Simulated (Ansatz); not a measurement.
Starting cell, MgF2 (rutile):

```xyz
6
Lattice="4.6984 0.0000 0.0000 0.0000 4.6984 0.0000 0.0000 0.0000 3.0928" Properties=species:S:1:pos:R:3 pbc="T T T"
Mg     0.0000     0.0000     0.0000
Mg     2.3492     2.3492     1.5464
F      1.4263     1.4263     0.0000
F      3.7755     0.9229     1.5464
F      0.9229     3.7755     1.5464
F      3.2721     3.2721     0.0000
```

In this cell atom 6 (F, nearest neighbour Mg at 2.017 Å; its periodic images, 3.1 Å or more away, move with it) is moved by s along Cartesian x, unit vector (1.000, 0.000, 0.000); all other atoms and the cell stay fixed.

All values below come from PBE (plane waves to 420 eV, PAW, scalar-relativistic; Ansatz, a first-principles code). k mesh 6×6×9 (Γ-centred), Fermi-Dirac smearing 0.05 eV. The energy includes the smearing's −TS. MgF2 was relaxed with its symmetry unable to fall. The zero of ΔE is the undisplaced structure.

```json
[
 {"s (Å)": "-0.200", "ΔE (meV/cell)": "132.5"},
 {"s (Å)": "-0.160", "ΔE (meV/cell)": "85.5"},
 {"s (Å)": "-0.120", "ΔE (meV/cell)": "48.4"},
 {"s (Å)": "-0.080", "ΔE (meV/cell)": "withheld"},
 {"s (Å)": "-0.040", "ΔE (meV/cell)": "5.5"},
 {"s (Å)": "0.000", "ΔE (meV/cell)": "0.0"},
 {"s (Å)": "0.040", "ΔE (meV/cell)": "5.6"},
 {"s (Å)": "0.080", "ΔE (meV/cell)": "22.4"},
 {"s (Å)": "0.120", "ΔE (meV/cell)": "50.9"},
 {"s (Å)": "0.160", "ΔE (meV/cell)": "91.4"},
 {"s (Å)": "0.200", "ΔE (meV/cell)": "144.1"}
]
```

Task: Fit a polynomial form (powers 2, 3, 4) to the given rows and predict ΔE at s = -0.080.

Result: Least squares on the 10 given rows: ΔE = (3446)·s² + (723.9)·s³ + (293.1)·s⁴, in meV/cell with s in Å; root-mean-square residual 0.03 meV/cell. At -0.080 the fit gives 21.7 meV/cell; the calculation gives 21.7 meV/cell, the same to the digits shown. The quadratic term alone would give 22.1 meV/cell.

(For displaced atoms, the force is minus the slope of the energy, and its curvature is a force constant, which sets phonon frequencies.)
